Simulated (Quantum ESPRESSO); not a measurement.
Crystal: PbS (Galena).

```
CELL_PARAMETERS angstrom
0.00000 2.96575 2.96575
2.96575 0.00000 2.96575
2.96575 2.96575 0.00000
ATOMIC_POSITIONS crystal
Pb 0.00000 0.00000 0.00000
S 0.50000 0.50000 0.50000
```

Program: Quantum ESPRESSO 7.5. Alike in all runs: task band structure; cell as given; k mesh 8 × 8 × 8; cutoff (eV) 762.

Problem. Order these runs on this cell by their pressure, lowest first.
A. level PBEint; potentials or basis PseudoDojo 0.4.1 SR PBE standard; spin off; smearing fermi-dirac 0.05 eV
B. level rPW86PBE+rVV10; potentials or basis PseudoDojo 0.4.1 SR PBE standard; spin off; smearing fermi-dirac 0.05 eV; rVV10 parameter b 6.3
C. level vdW-DF2; potentials or basis PseudoDojo 0.4.1 SR PBE standard; spin off; smearing fermi-dirac 0.05 eV
D. level PBEsol+D3(BJ); potentials or basis PseudoDojo 0.4 FR PBEsol standard; spin SOC, no magnetisation; smearing methfessel-paxton 0.2 eV

Solution. D (-3.1 GPa), A (0.0 GPa), B (3.1 GPa), C (7.6 GPa).

Caveats: the potentials were made for another functional, which shifts forces and pressure (some runs); this smearing can shift energies of a crystal with a gap (some runs).

Not every run made on this cell is shown here.
